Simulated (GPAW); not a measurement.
# Ballistic transport through a C5 chain between two Nb chains, from relaxation to T(E)

Aim: the conductance of a C5 chain between two Nb chains after relaxation, and whether geometry, basis or functional moves it most.

Program: GPAW 26.7.0. Level of theory: GPAW LCAO, PAW setups; relaxation of the junction within the symmetry of its start, lead ends held, in the first sound run; inputs show where later runs differ. Results are calculated unless marked as measured.

## 1. Starting point

The cell holds 21 atoms: 16 Nb and 5 C. Its edges and angles: a = 9.000 Å, b = 9.000 Å, c = 43.849 Å, α = 90.0°, β = 90.0°, γ = 90.0°. Regions: left lead, 8 atoms (8 Nb); channel, 5 atoms (5 C); right lead, 8 atoms (8 Nb). Vacuum lies along a and b. The structure is stacked along c, and the current runs across the ab planes.

## 2. Relaxation

Transmission follows bond lengths closely, so the atoms between the held lead ends are relaxed first, within whatever symmetry the start has.

File run.py:

```python
import json
from ase import Atoms
from ase.constraints import FixAtoms
from ase.optimize import BFGS
from gpaw import GPAW, FermiDirac

device = Atoms(
    ['Nb', 'Nb', 'Nb', 'Nb', 'Nb', 'Nb', 'Nb', 'Nb', 'C', 'C', 'C', 'C', 'C', 'Nb', 'Nb', 'Nb', 'Nb', 'Nb', 'Nb', 'Nb', 'Nb'],
    positions=[
        [4.50000, 4.50000, 1.17500],
        [4.50000, 4.50000, 3.52500],
        [4.50000, 4.50000, 5.87500],
        [4.50000, 4.50000, 8.22500],
        [4.50000, 4.50000, 10.57500],
        [4.50000, 4.50000, 12.92500],
        [4.50000, 4.50000, 15.27500],
        [4.50000, 4.50000, 17.62500],
        [4.50000, 4.50000, 19.35450],
        [4.50000, 4.50000, 20.58450],
        [4.50000, 4.50000, 21.92450],
        [4.50000, 4.50000, 23.15450],
        [4.50000, 4.50000, 24.49450],
        [4.50000, 4.50000, 26.22400],
        [4.50000, 4.50000, 28.57400],
        [4.50000, 4.50000, 30.92400],
        [4.50000, 4.50000, 33.27400],
        [4.50000, 4.50000, 35.62400],
        [4.50000, 4.50000, 37.97400],
        [4.50000, 4.50000, 40.32400],
        [4.50000, 4.50000, 42.67400]],
    cell=[[9.0, 0.0, 0.0], [0.0, 9.0, 0.0], [0.0, 0.0, 43.849]],
    pbc=True)

device.set_constraint(FixAtoms([0, 1, 2, 3, 4, 5, 6, 14, 15, 16, 17, 18, 19, 20]))
device.calc = GPAW(mode='lcao', basis='dzp', xc='PBE', h=0.18,
                   kpts={'size': (1, 1, 2), 'gamma': True},
                   symmetry={'tolerance': 1e-3, 'extra_ids': [1, 1, 1, 1, 1, 1, 1, 0, 0, 0, 0, 0, 0, 0, 1, 1, 1, 1, 1, 1, 1]},
                   occupations=FermiDirac(0.1), maxiter=250,
                   mixer=dict(beta=0.1, nmaxold=8, weight=100.0),
                   convergence=dict(density=0.0001), txt='relax.txt')
path = []
opt = BFGS(device, maxstep=0.15)
opt.attach(lambda: path.append((device.get_potential_energy(), device.positions.tolist(), device.get_forces().tolist())))
relaxed = bool(opt.run(fmax=0.05, steps=50))
json.dump(dict(relaxed=relaxed, path=path, positions=device.positions.tolist(), moments=device.get_magnetic_moments().tolist(),
               forces=device.get_forces(apply_constraint=False).tolist()), open('result.json', 'w'))
```

Command:

```console
OMP_NUM_THREADS=1 OPENBLAS_NUM_THREADS=1 python run.py
```

What it wrote:

```text
Step          Energy          fmax
BFGS:    0     -124.236724        9.280924
BFGS:    1     -124.903515       13.838277
BFGS:    2     -125.894311        5.049494
BFGS:    3     -126.086677        1.378776
BFGS:    4     -126.128783        1.419509
BFGS:    5     -126.147231        0.620825
BFGS:    6     -126.150995        0.194231
BFGS:    7     -126.151324        0.060009
BFGS:    8     -126.151605        0.115799
BFGS:    9     -126.152053        0.132322
BFGS:   10     -126.153009        0.171584
BFGS:   11     -126.153416        0.101694
BFGS:   12     -126.153817        0.125304
BFGS:   13     -126.153669        0.035956
```

The job ended after 60 min (1 thread of Arm Neoverse V1, shared host; peak memory 2.3 GiB).

Relaxation path:

```csv
step,energy less that of the first step (eV),largest force (eV/Å)
1,0.0000,9.2809
2,-0.6878,13.8383
3,-1.6914,5.0495
4,-1.8874,1.3788
5,-1.9351,1.4195
6,-1.9605,0.6208
7,-1.9631,0.1942
8,-1.9631,0.0600
9,-1.9632,0.1158
10,-1.9638,0.1323
11,-1.9652,0.1716
12,-1.9655,0.1017
13,-1.9659,0.1253
14,-1.9657,0.0360
```

The atoms that moved most (Å):

```csv
atom,dx,dy,dz,length
Nb8,0.000,0.000,-0.216,0.216
Nb14,0.000,0.000,0.216,0.216
C12,0.000,0.000,0.057,0.057
C10,0.000,0.000,0.053,0.053
```

The relaxation lowered the energy of the cell by 1.97 eV (energies extrapolated to zero smearing; the optimiser's log prints free energies). The largest force left on a free atom is 0.036 eV/Å.

## 3. GPAW, dzp

The script solves lead and junction separately, takes H and S in the orbital basis, and joins semi-infinite leads through their self-energies; the dzp basis is the working standard.

This step: GPAW LCAO, PAW setups; Landauer transmission from Green's functions with principal layers (ASE), zero bias (GPAW 26.7.0).

File run.py:

```python
import json
import numpy as np
from ase import Atoms
from ase.transport.calculators import TransportCalculator
from gpaw import GPAW, FermiDirac
from gpaw.lcao.tools import get_lcao_hamiltonian
from scipy.linalg import eigh

# The junction with lead layers at both ends, along the third cell vector
device = Atoms(
    ['Nb', 'Nb', 'Nb', 'Nb', 'Nb', 'Nb', 'Nb', 'Nb', 'C', 'C', 'C', 'C', 'C', 'Nb', 'Nb', 'Nb', 'Nb', 'Nb', 'Nb', 'Nb', 'Nb'],
    positions=[
        [4.50000, 4.50000, 1.17500],
        [4.50000, 4.50000, 3.52500],
        [4.50000, 4.50000, 5.87500],
        [4.50000, 4.50000, 8.22500],
        [4.50000, 4.50000, 10.57500],
        [4.50000, 4.50000, 12.92500],
        [4.50000, 4.50000, 15.27500],
        [4.50000, 4.50000, 17.40866],
        [4.50000, 4.50000, 19.35364],
        [4.50000, 4.50000, 20.63704],
        [4.50000, 4.50000, 21.92412],
        [4.50000, 4.50000, 23.21184],
        [4.50000, 4.50000, 24.49493],
        [4.50000, 4.50000, 26.43964],
        [4.50000, 4.50000, 28.57400],
        [4.50000, 4.50000, 30.92400],
        [4.50000, 4.50000, 33.27400],
        [4.50000, 4.50000, 35.62400],
        [4.50000, 4.50000, 37.97400],
        [4.50000, 4.50000, 40.32400],
        [4.50000, 4.50000, 42.67400]],
    cell=[[9.0, 0.0, 0.0], [0.0, 9.0, 0.0], [0.0, 0.0, 43.849]],
    pbc=True)

# One principal layer of the lead: the first 5 atoms of the device
lead = Atoms(
    ['Nb', 'Nb', 'Nb', 'Nb', 'Nb'],
    positions=[
        [4.50000, 4.50000, 1.17500],
        [4.50000, 4.50000, 3.52500],
        [4.50000, 4.50000, 5.87500],
        [4.50000, 4.50000, 8.22500],
        [4.50000, 4.50000, 10.57500]],
    cell=[[9.0, 0.0, 0.0], [0.0, 9.0, 0.0], [0.0, 0.0, 11.75]],
    pbc=True)

settings = dict(mode='lcao', basis='dzp', xc='PBE', h=0.2,
                occupations=FermiDirac(0.1), maxiter=250,
                mixer=dict(beta=0.1, nmaxold=8, weight=100.0),
                convergence=dict(density=0.0001))
energies = np.arange(-2, 2 + 1e-9, 0.025)
eta = 0.0001
n1, n2 = 1, 1
# k and -k transmit alike, so half of the mesh across the current serves
mesh = [(i, j) for i in range(n1) for j in range(n2) if (i, j) <= (-i % n1, -j % n2)]
weights = np.array([1 if (i, j) == (-i % n1, -j % n2) else 2 for i, j in mesh]) / (n1 * n2)

# [... helper functions left out ...]
fermi_lead = ground_state(lead, (1, 1, 10), 'lead.txt')
fermi_device = ground_state(device, (1, 1, 2), 'device.txt')
# [... loop over the mesh left out, but for ...]
        # Shift the lead onto the potential of the device's first layer
        shift = ((H[:, 0, 0] - H0[:, 0, 0]) / S0[0, 0]).real.mean()
# [...]
kT = 8.617333e-5 * 300
bias = [0.1, 0.2, 0.5, 1.0, 1.5, 2.0]
# [... integrals and printing left out ...]
```

What it wrote:

```text
basis functions: device 529, principal layer 145
Fermi level: lead -2.3976 eV, device -2.6464 eV; lead shifted by -0.0054 eV
largest coupling past the next layer 3.08e-07 eV, largest misfit of the first layer 0.068 eV
  E-E_F (eV)   T (one spin)  [channel counts left out]
    -2.000    1.2252e+00
    -1.975    1.1831e+00
    -1.950    1.1433e+00
    -1.925    1.1053e+00
    -1.900    1.0689e+00
    -1.875    1.0338e+00
    -1.850    9.9978e-01
    -1.825    9.6680e-01
    -1.800    9.3473e-01
    -1.775    9.0358e-01
    -1.750    8.7335e-01
    -1.725    8.4412e-01
    -1.700    8.1596e-01
    -1.675    7.8897e-01
    -1.650    7.6327e-01
    -1.625    7.3894e-01
[...]
1.825    1.0270e-04
     1.850    1.0461e-04
     1.875    1.0661e-04
     1.900    1.0870e-04
     1.925    1.1090e-04
     1.950    1.1321e-04
     1.975    1.1564e-04
     2.000    1.1821e-04
conductance at 300 K: 1.9828 G0 a cell; thermopower 1.08 uV/K
current from the zero-bias T(E) at 0.1 V: 15.335 uA
current from the zero-bias T(E) at 0.2 V: 30.504 uA
current from the zero-bias T(E) at 0.5 V: 73.58 uA
current from the zero-bias T(E) at 1.0 V: 132.54 uA
current from the zero-bias T(E) at 1.5 V: 174.86 uA
current from the zero-bias T(E) at 2.0 V: 205.01 uA
```

Run time: 6.3 min. Hardware: 1 thread; peak memory 1.7 GiB.

Numbers from this step:

| Property | Result |
| --- | --- |
| conductance | 1.983 G₀ |
| largest coupling past the next principal layer | 3.08e-7 eV |
| largest misfit of the first principal layer | 0.06817 eV |
| shift that aligns the lead | -0.005426 eV |
| basis functions of the junction | 529 |
| basis functions of a principal layer | 145 |
| transmission at the Fermi level (one spin) | 1.993 |

One spin. The transmission, zone mean by energy, zero at the Fermi level:

```csv
energy (eV),"transmission, zone mean"
-2.000,1.23
-1.900,1.07
-1.800,0.935
-1.700,0.816
-1.600,0.716
-1.500,0.641
-1.400,0.594
-1.300,0.576
-1.200,0.587
-1.100,0.630
-1.000,0.662
-0.900,0.799
-0.800,0.938
-0.700,1.10
-0.600,1.28
-0.500,1.46
-0.400,1.63
-0.300,1.78
-0.200,1.90
-0.100,1.98
-0.025,2.00
0.000,1.99
0.100,1.92
0.200,1.76
0.300,1.55
0.400,1.33
0.500,1.13
0.600,0.966
0.700,0.847
0.800,0.758
0.900,0.693
1.000,0.646
1.100,0.610
1.200,0.583
1.300,0.566
1.400,0.564
1.500,0.597
1.600,0.714
1.675,1.06
1.700,9.5e-5
1.800,1.0e-4
1.900,1.1e-4
2.000,1.2e-4
```

Not self-consistent under bias; the bias window is split evenly. The current through one cell, from the zero-bias transmission by bias:

```csv
bias (V),"current through one cell, from the zero-bias transmission (μA)"
0.100,15.3
0.200,30.5
0.500,73.6
1.000,133
1.500,175
2.000,205
```

Table of transmission of the three most open eigenchannels by energy, zero at the Fermi level:

```csv
energy (eV),channel 1,channel 2,channel 3
-2.000,0.613,0.613,1.3e-4
-1.900,0.534,0.534,1.3e-4
-1.800,0.467,0.467,1.4e-4
-1.700,0.408,0.408,1.5e-4
-1.600,0.358,0.358,1.8e-4
-1.500,0.320,0.320,2.9e-4
-1.400,0.297,0.297,3.4e-4
-1.300,0.288,0.288,2.3e-4
-1.200,0.293,0.293,1.8e-4
-1.100,0.315,0.315,1.6e-4
-1.000,0.331,0.331,1.4e-4
-0.900,0.400,0.400,1.2e-4
-0.800,0.469,0.469,1.1e-4
-0.700,0.551,0.551,1.0e-4
-0.600,0.640,0.640,9.8e-5
-0.500,0.729,0.729,9.5e-5
-0.400,0.813,0.813,9.4e-5
-0.300,0.888,0.888,9.2e-5
-0.200,0.949,0.949,9.0e-5
-0.100,0.989,0.989,8.8e-5
0.000,0.996,0.996,8.5e-5
0.100,0.960,0.960,8.1e-5
0.200,0.880,0.880,7.6e-5
0.300,0.774,0.774,7.6e-5
0.400,0.663,0.663,7.4e-5
0.500,0.565,0.565,7.2e-5
0.600,0.483,0.483,7.1e-5
0.700,0.423,0.423,7.0e-5
0.800,0.379,0.379,7.0e-5
0.900,0.347,0.347,7.0e-5
1.000,0.323,0.323,7.1e-5
1.100,0.305,0.305,7.2e-5
1.200,0.292,0.292,7.4e-5
1.300,0.283,0.283,7.6e-5
1.400,0.282,0.282,7.9e-5
1.500,0.298,0.298,8.3e-5
1.600,0.357,0.357,8.6e-5
1.700,9.0e-5,4.0e-6,2.1e-7
1.800,9.5e-5,5.4e-6,2.1e-11
1.900,1.0e-4,7.6e-6,2.0e-11
2.000,1.1e-4,1.1e-5,2.0e-11
```

Couplings past the next layer reach 3.1e-7 eV, small enough to drop; the matrix elements of the cell's first layer differ from the bulk lead's by up to 0.068 eV. That layer keeps its own values in the calculation, and only beyond it is the lead taken as perfect. The Fermi levels of lead and junction count from different zeros of potential, one for each periodic cell; with both set to zero, the small remaining shift is what aligns them. By hand: G = 1.983 × 77.48 μS = 154 μS, a resistance of 6.51 kΩ; at 0.1 V a linear junction would pass 15.4 μA, and the integral over the bias window gives 15.3 μA.

## 4. Single-zeta polarised basis

The second zeta is dropped, the polarisation orbitals stay.

Edit run.py of step 3 so:

```diff
@@ -48,3 +48,3 @@
 
-settings = dict(mode='lcao', basis='dzp', xc='PBE', h=0.2,
+settings = dict(mode='lcao', basis='szp(dzp)', xc='PBE', h=0.2,
                 occupations=FermiDirac(0.1), maxiter=250,
```

What it wrote:

```text
basis functions: device 301, principal layer 80
Fermi level: lead -2.5972 eV, device -3.0542 eV; lead shifted by -0.0038 eV
largest coupling past the next layer 3.00e-07 eV, largest misfit of the first layer 0.052 eV
  E-E_F (eV)   T (one spin)  [channel counts left out]
    -2.000    1.1970e+00
    -1.975    1.1429e+00
    -1.950    1.0928e+00
    -1.925    1.0464e+00
    -1.900    1.0034e+00
    -1.875    9.6333e-01
    -1.850    9.2598e-01
    -1.825    8.9105e-01
    -1.800    8.5828e-01
    -1.775    8.2749e-01
    -1.750    7.9852e-01
    -1.725    7.7125e-01
    -1.700    7.4559e-01
    -1.675    7.2150e-01
    -1.650    6.9892e-01
    -1.625    6.7785e-01
[...]
1.825    1.0045e+00
     1.850    1.0645e+00
     1.875    1.1486e+00
     1.900    1.3461e+00
     1.925    1.9815e-04
     1.950    1.1262e-04
     1.975    1.1423e-04
     2.000    1.1592e-04
conductance at 300 K: 1.9775 G0 a cell; thermopower 1.517 uV/K
current from the zero-bias T(E) at 0.1 V: 15.29 uA
current from the zero-bias T(E) at 0.2 V: 30.398 uA
current from the zero-bias T(E) at 0.5 V: 73.083 uA
current from the zero-bias T(E) at 1.0 V: 130.86 uA
current from the zero-bias T(E) at 1.5 V: 172.29 uA
current from the zero-bias T(E) at 2.0 V: 202.46 uA
```

It took 3.4 min on 1 thread; peak memory 1.6 GiB.

Numbers from this step:

| Property | Result |
| --- | --- |
| conductance | 1.977 G₀ |
| thermopower | 1.517 μV/K |
| largest coupling past the next principal layer | 3.00e-7 eV |
| largest misfit of the first principal layer | 0.05222 eV |
| shift that aligns the lead | -0.003808 eV |
| basis functions of the junction | 301 |
| basis functions of a principal layer | 80 |
| transmission at the Fermi level (one spin) | 1.989 |

One spin. Transmission, zone mean against energy, zero at the Fermi level:

energy (eV), transmission, zone mean and a bar:
```
   -2.000       1.20 ##################
   -1.900       1.00 ###############
   -1.800       0.86 #############
   -1.700       0.75 ###########
   -1.600       0.66 ##########
   -1.500       0.60 #########
   -1.400       0.56 ########
   -1.300       0.54 ########
   -1.200       0.55 ########
   -1.100       0.59 #########
   -1.000       0.66 ##########
   -0.900       0.75 ###########
   -0.800       0.88 #############
   -0.700       1.03 ################
   -0.600       1.20 ##################
   -0.500       1.39 #####################
   -0.400       1.57 ########################
   -0.300       1.75 ##########################
   -0.200       1.89 ############################
   -0.100       1.98 ##############################
   -0.050       2.00 ##############################
    0.000       1.99 ##############################
    0.100       1.90 #############################
    0.200       1.73 ##########################
    0.300       1.52 #######################
    0.400       1.31 ####################
    0.500       1.14 #################
    0.600       0.99 ###############
    0.700       0.88 #############
    0.800       0.80 ############
    0.900       0.74 ###########
    1.000       0.70 ###########
    1.100       0.68 ##########
    1.200       0.66 ##########
    1.300       0.66 ##########
    1.400       0.66 ##########
    1.500       0.68 ##########
    1.600       0.73 ###########
    1.700       0.81 ############
    1.800       0.95 ##############
    1.900       1.35 ####################
    2.000       0.00
```

Not self-consistent under bias; the bias window is split evenly. Current through one cell, from the zero-bias transmission against bias:

```csv
bias (V),"current through one cell, from the zero-bias transmission (μA)"
0.100,15.3
0.200,30.4
0.500,73.1
1.000,131
1.500,172
2.000,202
```

Table of transmission of the three most open eigenchannels by energy, zero at the Fermi level:

```csv
energy (eV),channel 1,channel 2,channel 3
-2.000,0.598,0.598,5.9e-5
-1.800,0.429,0.429,7.1e-5
-1.600,0.329,0.329,9.1e-5
-1.400,0.278,0.278,1.4e-4
-1.200,0.277,0.277,2.8e-4
-1.000,0.329,0.329,2.1e-4
-0.800,0.440,0.440,1.5e-4
-0.600,0.602,0.602,1.1e-4
-0.400,0.786,0.786,9.1e-5
-0.200,0.945,0.945,8.6e-5
0.000,0.994,0.994,8.3e-5
0.200,0.865,0.865,7.8e-5
0.400,0.657,0.657,7.2e-5
0.600,0.496,0.496,6.9e-5
0.800,0.401,0.401,6.9e-5
1.000,0.352,0.352,7.2e-5
1.200,0.331,0.331,7.6e-5
1.400,0.331,0.331,8.3e-5
1.600,0.363,0.363,9.2e-5
1.800,0.477,0.477,1.0e-4
2.000,1.2e-4,6.5e-12,6.5e-12
```

The conductance, 1.98 G₀, lies 0.3 % below that of the dzp run.

## 5. Minimal basis

One function for each valence shell of the setup, as for a first survey of a large system.

Edit run.py of step 4 so:

```diff
@@ -48,3 +48,3 @@
 
-settings = dict(mode='lcao', basis='szp(dzp)', xc='PBE', h=0.2,
+settings = dict(mode='lcao', basis='sz(dzp)', xc='PBE', h=0.2,
                 occupations=FermiDirac(0.1), maxiter=250,
```

What it wrote:

```text
basis functions: device 228, principal layer 65
Fermi level: lead -2.6646 eV, device -3.1692 eV; lead shifted by -0.0027 eV
largest coupling past the next layer 2.93e-07 eV, largest misfit of the first layer 0.037 eV
  E-E_F (eV)   T (one spin)  [channel counts left out]
    -2.000    9.2556e-01
    -1.975    8.8639e-01
    -1.950    8.5073e-01
[...]
1.975    1.1658e+00
     2.000    1.2522e+00
conductance at 300 K: 1.9713 G0 a cell; thermopower 1.952 uV/K
current from the zero-bias T(E) at 0.1 V: 15.245 uA
current from the zero-bias T(E) at 0.2 V: 30.32 uA
current from the zero-bias T(E) at 0.5 V: 73.069 uA
current from the zero-bias T(E) at 1.0 V: 131.42 uA
current from the zero-bias T(E) at 1.5 V: 173.35 uA
current from the zero-bias T(E) at 2.0 V: 203.68 uA
```

Elapsed: 2.6 min, on 1 thread; peak memory 1.5 GiB.

Numbers from this step:

```
conductance                                    : 1.971 G₀
largest coupling past the next principal layer : 2.93e-7 eV
largest misfit of the first principal layer    : 0.03722 eV
shift that aligns the lead                     : -0.002700 eV
basis functions of the junction                : 228
basis functions of a principal layer           : 65
transmission at the Fermi level (one spin)     : 1.982
```

The conductance, 1.97 G₀, lies 0.6 % below that of the dzp run.

## 6. RPBE in the dzp basis: xc = "RPBE"

Back in the dzp basis, the functional changes from PBE to RPBE, to set the spread between functionals beside that between bases.

Edit run.py of step 5 so:

```diff
@@ -48,3 +48,3 @@
 
-settings = dict(mode='lcao', basis='sz(dzp)', xc='PBE', h=0.2,
+settings = dict(mode='lcao', basis='dzp', xc='RPBE', h=0.2,
                 occupations=FermiDirac(0.1), maxiter=250,
```

What it wrote:

```text
basis functions: device 529, principal layer 145
Fermi level: lead -2.3084 eV, device -2.5551 eV; lead shifted by -0.0055 eV
largest coupling past the next layer 3.66e-07 eV, largest misfit of the first layer 0.070 eV
  E-E_F (eV)   T (one spin)  [channel counts left out]
    -2.000    1.2171e+00
    -1.975    1.1757e+00
    -1.950    1.1363e+00
[...]
1.975    1.4129e-04
     2.000    1.4485e-04
conductance at 300 K: 1.9837 G0 a cell; thermopower 0.9186 uV/K
current from the zero-bias T(E) at 0.1 V: 15.34 uA
current from the zero-bias T(E) at 0.2 V: 30.506 uA
current from the zero-bias T(E) at 0.5 V: 73.464 uA
current from the zero-bias T(E) at 1.0 V: 132.01 uA
current from the zero-bias T(E) at 1.5 V: 174.16 uA
current from the zero-bias T(E) at 2.0 V: 204.31 uA
```

The job ended after 6.8 min (1 thread; peak memory 1.7 GiB).

Numbers from this step:

| Property | Result |
| --- | --- |
| conductance | 1.984 G₀ |
| largest coupling past the next principal layer | 3.66e-7 eV |
| largest misfit of the first principal layer | 0.06973 eV |
| shift that aligns the lead | -0.005512 eV |
| basis functions of the junction | 529 |
| basis functions of a principal layer | 145 |
| transmission at the Fermi level (one spin) | 1.994 |

The conductance equals that of the dzp run to 0.2 %.

(Part 1 of 2 ends here.)

[Logs are printed without paths, hosts, clocks, repeated set-up lines and the standing remarks that a program may print on its own settings, such as how far it seeks lower states.]

[Hosts, paths, dates, database ids (printed as entryN), source tags and the programs' standing remarks are cut or masked in the printed files.]
